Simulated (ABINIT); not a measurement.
# MoS2 (P6_3/mmc) in ABINIT: equation of state

How stiff is MoS2 in PBEsol, and what volume does it want? The cell is scaled to several volumes.

All numbers are computed with ABINIT 10.8.3 (patched build); they aren't measurements. Logs are shortened: lines on timing, memory, paths and dates and some standing lists are left out, and cuts for length are marked. The log counts tension as positive stress, the text compression.

### Step 1. The structure

The structure is hexagonal, space group P6_3/mmc (No. 194). Conventional cell: a = 3.169 Å, b = 3.169 Å, c = 12.324 Å, α = 90.00°, β = 90.00°, γ = 120.00°. Mo (site symmetry -6m2) has 6 S at 2.41 Å as nearest neighbours. S (site symmetry 3m) has 3 Mo at 2.41 Å as nearest neighbours.

### Step 2. Equation of state, PBEsol

File run.abi:

```
# Datasets: one volume each
ndtset 7
getwfk -1
scalecart1 3*0.9795861087
scalecart2 3*0.9864848297
scalecart3 3*0.9932883884
scalecart4 3*1.0000000000
scalecart5 3*1.0066227096
scalecart6 3*1.0131594038
scalecart7 3*1.0196128224

# Pseudopotentials
pp_dirpath "./"
pseudos "Mo.GGA_PBE-JTH.xml, S.GGA_PBE-JTH.xml"

# Structure
acell 3*1.0
rprim
     5.9885420889     0.0000000000     0.0000000000
    -2.9942710445     5.1862295807     0.0000000000
     0.0000000000     0.0000000000    23.2889847599
ntypat 2
znucl 42 16
natom 6
typat 1 1 2 2 2 2
xred
     0.6666666667     0.3333333333     0.7500000000
     0.3333333333     0.6666666667     0.2500000000
     0.6666666667     0.3333333333     0.3770000000
     0.3333333333     0.6666666667     0.8770000000
     0.6666666667     0.3333333333     0.1230000000
     0.3333333333     0.6666666667     0.6230000000

# Plane-wave basis
ecut 20.0
pawecutdg 40.0
pawxcdev 0

# k points
kptopt 1
ngkpt 10 10 3
nshiftk 1
shiftk 0.0 0.0 0.0

# Exchange and correlation
ixc -116133

# Bands and occupations
nband 32
occopt 3
tsmear 0.05 eV

# SCF cycle
nstep 100
tolvrs 1.0e-9

# Output
iomode 3
prtwf 1
prtden 0
prteig 0
prtebands 0
```

Potentials or basis: JTH PAW PBE v2.0.

On the command line:

```
abinit run.abi > log 2>&1
```

run.abo:

```text
.Version 10.8.3 of ABINIT
 DATASET    1 : space group P6_3/m m c (#194); Bravais hP (primitive hexag.)
================================================================================
 Values of the parameters that define the memory need for DATASET  1.
     intxc =       0    ionmov =       0      iscf =      17    lmnmax =      18
     lnmax =       6     mgfft =      96  mpssoang =       3    mqgrid =    6496
     natom =       6  nloc_mem =       2    nspden =       1   nspinor =       1
    nsppol =       1      nsym =      24    n1xccc =       1    ntypat =       2
    occopt =       3   xclevel =       2
       mpw =        2924          nfft =       55296          nkpt =          28
 PAW method is used; the additional fine FFT grid is defined by:
   mgfftf=       135    nfftf =    174960
================================================================================
================================================================================
[... 71 lines left out ...]
 DATASET    7 : space group P6_3/m m c (#194); Bravais hP (primitive hexag.)
================================================================================
 Values of the parameters that define the memory need for DATASET  7.
     intxc =       0    ionmov =       0      iscf =      17    lmnmax =      18
     lnmax =       6     mgfft =      96  mpssoang =       3    mqgrid =    6761
     natom =       6  nloc_mem =       2    nspden =       1   nspinor =       1
    nsppol =       1      nsym =      24    n1xccc =       1    ntypat =       2
    occopt =       3   xclevel =       2
       mpw =        3296          nfft =       69984          nkpt =          28
 PAW method is used; the additional fine FFT grid is defined by:
   mgfftf=       144    nfftf =    186624
================================================================================
================================================================================

--------------------------------------------------------------------------------
------------- Echo of variables that govern the present computation ------------
--------------------------------------------------------------------------------
 -outvars: echo values of preprocessed input variables --------
            acell      1.0000000000E+00  1.0000000000E+00  1.0000000000E+00 Bohr
              amu      9.59400000E+01  3.20660000E+01
             ecut      2.00000000E+01 Hartree
           getwfk          -1
              ixc     -116133
           jdtset        1    2    3    4    5    6    7
         kptrlatt       10    0    0      0   10    0      0    0    3
          kptrlen1     5.86629264E+01
          kptrlen2     5.90760592E+01
          kptrlen3     5.94834932E+01
          kptrlen4     5.98854209E+01
          kptrlen5     6.02820246E+01
          kptrlen6     6.06734773E+01
          kptrlen7     6.10599430E+01
            natom           6
            nband          32
           ndtset           7
            ngfft1         24      24      96
            ngfft2         24      24      96
            ngfft3         24      24      96
            ngfft4         27      27      96
            ngfft5         27      27      96
            ngfft6         27      27      96
            ngfft7         27      27      96
          ngfftdg1         36      36     135
          ngfftdg2         36      36     135
          ngfftdg3         36      36     135
          ngfftdg4         36      36     135
          ngfftdg5         36      36     135
          ngfftdg6         36      36     144
          ngfftdg7         36      36     144
             nkpt          28
            nstep         100
             nsym          24
           ntypat           2
           occopt           3
        pawecutdg      4.00000000E+01 Hartree
         pawxcdev           0
           prtden           0
        prtebands           0
           prteig           0
            rprim1     5.8662926417E+00  0.0000000000E+00  0.0000000000E+00
                      -2.9331463209E+00  5.0803584538E+00  0.0000000000E+00
                       0.0000000000E+00  0.0000000000E+00  2.2813565957E+01
            rprim2     5.9076059227E+00  0.0000000000E+00  0.0000000000E+00
                      -2.9538029614E+00  5.1161368047E+00  0.0000000000E+00
                       0.0000000000E+00  0.0000000000E+00  2.2974230165E+01
[... 13 lines left out ...]
                      -3.0529971507E+00  5.2879461804E+00  0.0000000000E+00
                       0.0000000000E+00  0.0000000000E+00  2.3745747482E+01
          spgroup         194
           tolvrs      1.00000000E-09
           tsmear      1.83746611E-03 Hartree
            typat      1  1  2  2  2  2
           useylm           1
           xangst1     1.5521541882E+00  8.9613663838E-01  9.0543143966E+00
                      -1.7279033501E-11  1.7922732768E+00  3.0181047989E+00
                       1.5521541882E+00  8.9613663838E-01  4.5513020367E+00
                      -1.7279033501E-11  1.7922732768E+00  1.0587511634E+01
                       1.5521541882E+00  8.9613663838E-01  1.4849075610E+00
                      -1.7279033501E-11  1.7922732768E+00  7.5211171588E+00
           xangst2     1.5630852116E+00  9.0244766769E-01  9.1180792747E+00
                      -1.7400806478E-11  1.8048953354E+00  3.0393597582E+00
                       1.5630852116E+00  9.0244766769E-01  4.5833545154E+00
                      -1.7400806478E-11  1.8048953354E+00  1.0662074032E+01
                       1.5630852116E+00  9.0244766769E-01  1.4953650011E+00
                      -1.7400806478E-11  1.8048953354E+00  7.5740845175E+00
           xangst3     1.5738654503E+00  9.0867164144E-01  9.1809645678E+00
                      -1.7520816902E-11  1.8173432829E+00  3.0603215226E+00
                       1.5738654503E+00  9.0867164144E-01  4.6149648561E+00
                      -1.7520816902E-11  1.8173432829E+00  1.0735607901E+01
                       1.5738654503E+00  9.0867164144E-01  1.5056781891E+00
[... 52 lines left out ...]
                      -3.3553793030E-11  3.4803843154E+00  2.0559704767E+01
                       3.0141012320E+00  1.7401921577E+00  2.8835161760E+00
                      -3.3553793030E-11  3.4803843154E+00  1.4605126647E+01
            xcart6     3.0336738662E+00  1.7514924233E+00  1.7696590436E+01
                      -3.3772289991E-11  3.5029848466E+00  5.8988634786E+00
                       3.0336738662E+00  1.7514924233E+00  8.8954861257E+00
                      -3.3772289991E-11  3.5029848466E+00  2.0693213083E+01
                       3.0336738662E+00  1.7514924233E+00  2.9022408315E+00
                      -3.3772289991E-11  3.5029848466E+00  1.4699967789E+01
            xcart7     3.0529971506E+00  1.7626487268E+00  1.7809310611E+01
                      -3.3987382204E-11  3.5252974536E+00  5.9364368705E+00
                       3.0529971506E+00  1.7626487268E+00  8.9521468007E+00
                      -3.3987382204E-11  3.5252974536E+00  2.0825020542E+01
                       3.0529971506E+00  1.7626487268E+00  2.9207269403E+00
                      -3.3987382204E-11  3.5252974536E+00  1.4793600681E+01
             xred      6.6666666667E-01  3.3333333333E-01  7.5000000000E-01
                       3.3333333333E-01  6.6666666667E-01  2.5000000000E-01
                       6.6666666667E-01  3.3333333333E-01  3.7700000000E-01
                       3.3333333333E-01  6.6666666667E-01  8.7700000000E-01
                       6.6666666667E-01  3.3333333333E-01  1.2300000000E-01
                       3.3333333333E-01  6.6666666667E-01  6.2300000000E-01
            znucl       42.00000   16.00000

================================================================================

 chkinp: Checking input parameters for consistency, jdtset=   1.

 chkinp: Checking input parameters for consistency, jdtset=   2.
[... 48 lines left out ...]
- pspini: atom type   2  psp file is ./S.GGA_PBE-JTH.xml
 Pseudopotential format is: paw10
 basis_size (lnmax)=  4 (lmn_size=  8), orbitals=   0   0   1   1
 Spheres core radius: rc_sph= 1.90380259
 Shapefunction is SIN type: shapef(r)=[sin(pi*r/rshp)/(pi*r/rshp)]**2
 Radius for shape functions =  1.40128485
 Compensation charge density is not taken into account in XC energy/potential

   3.55438669E+03                                ecore*ucvol(ha*bohr**3)
--------------------------------------------------------------------------------

================================================================================

--- !BeginCycle
iteration_state: {dtset: 1, }
solver: {iscf: 17, nstep: 100, nline: 4, wfoptalg: 10, }
tolerances: {tolvrs: 1.00E-09, }
...
[... 1583 lines left out ...]
-Cartesian components of stress tensor (GPa)         [Pressure= -1.0149E+01 GPa]
- sigma(1 1)=  1.01267242E+01  sigma(3 2)=  0.00000000E+00
- sigma(2 2)=  1.01267241E+01  sigma(3 1)=  0.00000000E+00
- sigma(3 3)=  1.01923452E+01  sigma(2 1)=  1.81271708E-09

== END DATASET(S) ==============================================================
================================================================================

 -outvars: echo values of variables after computation  --------
            acell      1.0000000000E+00  1.0000000000E+00  1.0000000000E+00 Bohr
           etotal1    -1.7910758759E+02
           etotal2    -1.7911039690E+02
           etotal3    -1.7911143226E+02
           etotal4    -1.7911087972E+02
           etotal5    -1.7910889102E+02
           etotal6    -1.7910559589E+02
           etotal7    -1.7910117118E+02
            fcart1    -9.9450624211E-29  2.7825570873E-28  2.8931859787E-19
                       4.5135283296E-28 -2.5175516504E-28  2.8892256079E-19
                       8.4150528179E-29  1.7225353398E-28  1.5307568914E-02
                      -2.3715148850E-28 -1.1925244660E-28  1.5307568914E-02
                      -2.3715148850E-28 -2.2525462135E-28 -1.5307568914E-02
                       3.8250240081E-29  1.4575299029E-28 -1.5307568914E-02
            fcart2     1.5952753796E-28  7.4559787560E-29  5.7784789116E-19
                      -2.0510683452E-28 -1.3596196555E-28  5.7863442616E-19
                      -2.2789648280E-29 -3.0701088995E-29  7.7896910000E-03
                       1.5952753796E-28  1.2719022584E-28  7.7896910000E-03
[... 94 lines left out ...]
                      -1.7755902599E-11  1.8417400637E+00  1.0879727218E+01
                       1.5949936823E+00  9.2087003183E-01  1.5258910466E+00
                      -1.7755902599E-11  1.8417400637E+00  7.7287001789E+00
           xangst6     1.6053510742E+00  9.2684987486E-01  9.3646323630E+00
                      -1.7871526211E-11  1.8536997497E+00  3.1215441210E+00
                       1.6053510742E+00  9.2684987486E-01  4.7072885345E+00
                      -1.7871526211E-11  1.8536997497E+00  1.0950376776E+01
                       1.6053510742E+00  9.2684987486E-01  1.5357997075E+00
                      -1.7871526211E-11  1.8536997497E+00  7.7788879495E+00
           xangst7     1.6155765160E+00  9.3275353642E-01  9.4242813111E+00
                      -1.7985348108E-11  1.8655070728E+00  3.1414271037E+00
                       1.6155765160E+00  9.3275353642E-01  4.7372720724E+00
                      -1.7985348108E-11  1.8655070728E+00  1.1020126280E+01
                       1.6155765160E+00  9.3275353642E-01  1.5455821350E+00
                      -1.7985348108E-11  1.8655070728E+00  7.8284363424E+00
             xred      6.6666666667E-01  3.3333333333E-01  7.5000000000E-01
                       3.3333333333E-01  6.6666666667E-01  2.5000000000E-01
                       6.6666666667E-01  3.3333333333E-01  3.7700000000E-01
                       3.3333333333E-01  6.6666666667E-01  8.7700000000E-01
                       6.6666666667E-01  3.3333333333E-01  1.2300000000E-01
                       3.3333333333E-01  6.6666666667E-01  6.2300000000E-01
 Calculation completed.
```

It took 15 min on 1 thread of Arm Neoverse V1, shared host; peak memory 0.24 GiB.

What came out:

* Equilibrium volume: 17.55 Å³/atom
* Bulk modulus at fixed shape and positions: 157 GPa
* Pressure derivative of the bulk modulus: 4.3

Energy against volume, from the lowest point:
| volume (Å³/atom) | energy (meV/atom) |
| --- | --- |
| 16.792 | 17.44 |
| 17.149 | 4.70 |
| 17.507 | 0.00 |
| 17.864 | 2.51 |
| 18.221 | 11.53 |
| 18.578 | 26.47 |
| 18.936 | 46.54 |

Caveat: pressures at fixed basis lie under the slope of the energies; the cell was scaled at fixed shape and fractional positions, which overstates the stiffness of a crystal with free parameters, most of all of layers and chains; the PAW data sets were made with another functional, which shifts forces and pressure a little; this functional lacks dispersion, which binds the layers, so the pressure and a relaxed spacing across them are unreliable.
